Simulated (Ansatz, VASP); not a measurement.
# Two plane-wave programs on NaF (Villiaumite)

POSCAR

```
NaF
1.0
    0.0000000000      2.3611051017      2.2972417802
    2.3611051017      0.0000000000      2.2972417802
    2.3611051017      2.3611051017      0.0000000000
Na F
1 1
Direct
    0.0000000000      0.0000000000      0.0000000000
    0.5000000000      0.5000000000      0.5000000000
```

The input INCAR.step1:

```
ALGO = Normal ; EDIFF = 1E-4
ENCUT = 520 ; GGA = PE
ISMEAR = 0 ; LASPH = True
LCHARG = False ; LREAL = False
LWAVE = True ; NBANDS = 14
NELM = 100 ; PREC = Accurate
SIGMA = 0.01
```

INCAR.step2

```
ALGO = Normal ; EDIFF = 1E-6
ENCUT = 520 ; ISIF = 2
ISMEAR = 0 ; ISTART = 1
LASPH = True ; LCHARG = True
LELF = True ; LMIXTAU = True
LREAL = False ; LVHAR = True
LWAVE = False ; METAGGA = R2SCAN
NBANDS = 14 ; NELM = 100
PREC = Accurate ; SIGMA = 0.01
```

Contents of KPOINTS:

```
k-points
0
Gamma
  10 10 10
```

Input for Ansatz:

```yaml
crystal:
  lattice:
    - [0.0, 2.3611051017, 2.2972417802]
    - [2.3611051017, 0.0, 2.2972417802]
    - [2.3611051017, 2.3611051017, 0.0]
  atoms:
    - { symbol: Na, position: [0.0, 0.0, 0.0] }
    - { symbol: F, position: [0.5, 0.5, 0.5] }
kpoints:
  mp_grid: { grid: [10, 10, 10] }
  band_path:
    path:
      - [0.0, 0.0, 0.0]
      - [0.5, 0.0, 0.5]
      - [0.625, 0.25, 0.625]
      - [0.375, 0.375, 0.75]
      - [0.5, 0.5, 0.5]
      - [0.5, 0.25, 0.75]
    npoints: 1
hamiltonian:
  xc: r2scan
scf:
  occupations: { method: fixed }
  n_extra_bands: 4
output:
  forces: true
  stress: true
  eigenvalues: true
  write_density: true
  write_potential: true
  elf: true
  volumetric_format: npy
```

Change from the starting cell: biaxial_xy strain +2.8%.

Alike in both runs: task single point; functional r2SCAN; k mesh 10 × 10 × 10; no spin polarisation.

```csv
,VASP,Ansatz
version,VASP 6.6.1,Ansatz 0.2.0
potentials or method,"VASP PAW PBE potentials, release 64 (Na_pv, F)","plane waves, PAW"
plane-wave cutoff (eV),520,500
occupations,"gaussian, width 0.01 eV",fixed
valence electrons in the cell,14,16
```

|  | VASP | Ansatz | Ansatz less VASP |
| --- | --- | --- | --- |
| gap on the k mesh at the Fermi level (eV) | 7.01 | 6.97 | -0.035 |
| pressure (GPa) | -3.1 | -2.5 | +0.58 |
| largest component of the traceless stress (GPa) | 1.26 | 1.37 | +0.107 |

The two sets of potentials don't hold the same shells in valence.

Caveats: the PAW data sets were made with another functional, which shifts forces and pressure a little (VASP). A k mesh can miss the band edges.
